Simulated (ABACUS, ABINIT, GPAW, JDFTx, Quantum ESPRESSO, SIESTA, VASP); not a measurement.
## ZrC: programs and potentials compared

```
Zr C
1.0
     0.00000    2.36500    2.36500
     2.36500    0.00000    2.36500
     2.36500    2.36500    0.00000
Zr C
1 1
Direct
  0.50000 0.50000 0.50000
  0.00000 0.00000 0.00000
```

Alike in all runs: task single point; functional PBE; k mesh 10 × 10 × 10; occupations fermi-dirac, width 0.05 eV; no spin polarisation; no spin-orbit coupling. Pressure is positive in compression and, in plane waves, holds the error of the finite cutoff.

| program and potentials | plane-wave cutoff (eV) | notes | band gap (eV) | pressure (GPa) |
| --- | --- | --- | --- | --- |
| SIESTA, files PseudoDojo sr-pbe-0.4.1-standard, DZP (energy shift 0.003 Ry; two zetas on semicore shells) | - | atomic basis | no gap | -0.92 |
| JDFTx, PseudoDojo-SR-PBE-0.5-standard | 1116 | - | no gap | -2.80 |
| ABACUS, PseudoDojo NC SR 0.4.1 PBE standard, plane waves | 1116 | - | no gap | -2.80 |
| Quantum ESPRESSO, SSSP 1.3 efficiency PBE | 748 | - | no gap | -3.06 |
| GPAW, GPAW PAW data sets (gpaw-data 1.2.1) | 800 | - | no gap | -3.84 |
| ABINIT, JTH PAW PBE v2.0 | 517 | - | no gap | -3.10 |
| VASP, PBE PAW files C, Zr_sv, 520 eV | 520 | - | no gap | -2.69 |

None finds a gap. The pressure spans -3.84 (GPAW, GPAW PAW data sets (gpaw-data 1.2.1)) to -0.92 GPa (SIESTA, files PseudoDojo sr-pbe-0.4.1-standard, DZP (energy shift 0.003 Ry; two zetas on semicore shells)). The pressure on the cell as given of SIESTA, files PseudoDojo sr-pbe-0.4.1-standard, DZP (energy shift 0.003 Ry; two zetas on semicore shells) lies far from the others; the cause wasn't traced. Rows in atomic bases carry the error of their basis and grid, which can be large.

The functional is the same throughout but for its coding, so the spread measures potentials, basis and numerics; runs on potential files found faulty are left out.
